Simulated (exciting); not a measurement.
InPd:

```
In Pd
1.0
     3.27188    0.00000    0.00000
     0.00000    3.27188    0.00000
     0.00000    0.00000    3.27188
In Pd
1 1
Direct
  0.00000 0.00000 0.00000
  0.50000 0.50000 0.50000
```

The cell comes from a database or a generator and needn't be the stable form of this composition.

```yaml
Program: exciting (release sodium)
Task: single point
Functional: PBEsol
Potentials_or_basis: all-electron LAPW+lo, shipped species files, valence relativity iora*
rgkmax: 9
k_mesh: 8 × 8 × 8
Occupations: fermi-dirac, width 0.05 eV
Spin: no spin polarisation
gmaxvr_cutoff_of_density_and_potential: 14 1/bohr
lmaxapw_and_lmaxmat: 10
lmaxvr: 8
nempty: 14
Valence_relativity: iora*
epsengy: 1e-05 Ha
epspot: 1e-05 Ha
maxscl: 60
Muffin-tin_radii: In 2.3, Pd 2.3 bohr
```

On this cell: largest force zero by symmetry; band gap on the k mesh none (metal or under the smearing width).

The same run follows on a disturbed copy (atoms moved at random, drawn with an rms of 0.05 Å):

```
In Pd
1.0
     3.27188    0.00000    0.00000
     0.00000    3.27188    0.00000
     0.00000    0.00000    3.27188
In Pd
1 1
Direct
  0.99323 0.00032 0.00838
  0.48910 0.50688 0.49185
```

Problem. What does the disturbed cell give?

Solution. The energy (extrapolated to zero smearing) moves by +3.3 meV/atom; largest force 0.229 eV/Å; band gap on the k mesh none (metal or under the smearing width).

Forces in eV/Å, atoms in the order of the input:
```
In  -0.053  0.083 -0.207
Pd   0.053 -0.083  0.207
```

Caveats: the free energy is that total less TS from the occupations.
